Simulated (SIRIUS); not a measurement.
The system is Ti.

```
Ti
1.0
     2.95000    0.00000    0.00000
    -1.47500    2.55477    0.00000
     0.00000    0.00000    4.68000
Ti
2
Cartesian
  1.4750 0.8516 3.5100
  0.0000 1.7032 1.1700
```

* Program: SIRIUS 7.10.0
* Task: relaxation of cell and atoms
* Functional: PBEsol
* Potentials or basis: PseudoDojo 0.4.1 PBE standard (scalar relativistic)
* Cutoff: 1152 eV
* Density cutoff: 4606 eV
* k mesh: 4 × 4 × 3
* Occupations: fermi-dirac, width 0.05 eV
* Spin: no spin polarisation

At the start: pressure -5.3 GPa; volume 17.64 Å³/atom.

Task: How do energy, volume and symmetry change on relaxing?

Result: Over 6 steps the energy falls by 26.8 meV/atom and the volume is 16.79 Å³/atom (-4.8 %); space group P6_3/mmc (No. 194, to 0.05 Å).

Step by step:
```tsv
step	energy change (eV)	largest force (eV/Å)	pressure (GPa)	volume (Å³)
1	0.0000	0.0000	-5.26	35.27
2	-0.0169	0.0000	-4.01	34.84
3	-0.0473	0.0000	1.43	33.20
4	-0.0491	0.0000	0.98	33.32
5	-0.0536	0.0000	-0.08	33.60
6	-0.0536	0.0000	-0.02	33.59
```

Final structure:
```cif
data_structure
_symmetry_space_group_name_H-M 'P 1'
_symmetry_Int_Tables_number 1
_cell_length_a 2.9492
_cell_length_b 2.9492
_cell_length_c 4.4589
_cell_angle_alpha 90.000
_cell_angle_beta 90.000
_cell_angle_gamma 120.000
_cell_volume 33.59
loop_
_atom_site_label
_atom_site_type_symbol
_atom_site_fract_x
_atom_site_fract_y
_atom_site_fract_z
_atom_site_occupancy
Ti1 Ti 0.66667 0.33333 0.75000 1
Ti2 Ti 0.33333 0.66667 0.25000 1
```

Caveat: the k mesh is coarse (spacing up to 0.61 Å⁻¹), so the values aren't converged; the potentials were made for another functional, which shifts forces and pressure.
